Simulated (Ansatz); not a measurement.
# Harmonic thermodynamics of zinc blende AlSb

Per mole of formula units at the relaxed static volume; finite displacements on a 6×6×6 mesh, DFT at the LDA level (Ansatz, a program for electronic structure), k mesh 6×6×6; sums on an interpolated 12×12×12 mesh. Dynamical quadrupoles are not included in the interpolation of the phonons between the solved wave vectors. Spin-orbit coupling is not included. Zero-point energy 7.07 kJ/mol.

| T (K) | F_vib (kJ/mol) | S (J/mol/K) | C_V (J/mol/K) |
|---|---|---|---|
| 100 | 6.05 | 24.3 | 27.7 |
| 150 | 4.51 | 37.3 | 36.1 |
| 200 | 2.36 | 48.4 | 40.9 |
| 250 | -0.30 | 57.8 | 43.7 |
| 300 | -3.40 | 66.0 | 45.4 |
| 400 | ? | ? | ? |
| 600 | -28.62 | 98.8 | 48.7 |
| 800 | -49.86 | 112.9 | 49.2 |
| 1000 | -73.57 | 123.9 | 49.4 |

Task: Complete the blanks.

Result: 
- 400, F_vib (kJ/mol): -10.69
- 400, S (J/mol/K): 79.3
- 400, C_V (J/mol/K): 47.3

No phase change or melting is allowed for: the numbers belong to this structure as given.

The PAW data sets were generated under PBE and serve the other functionals too.
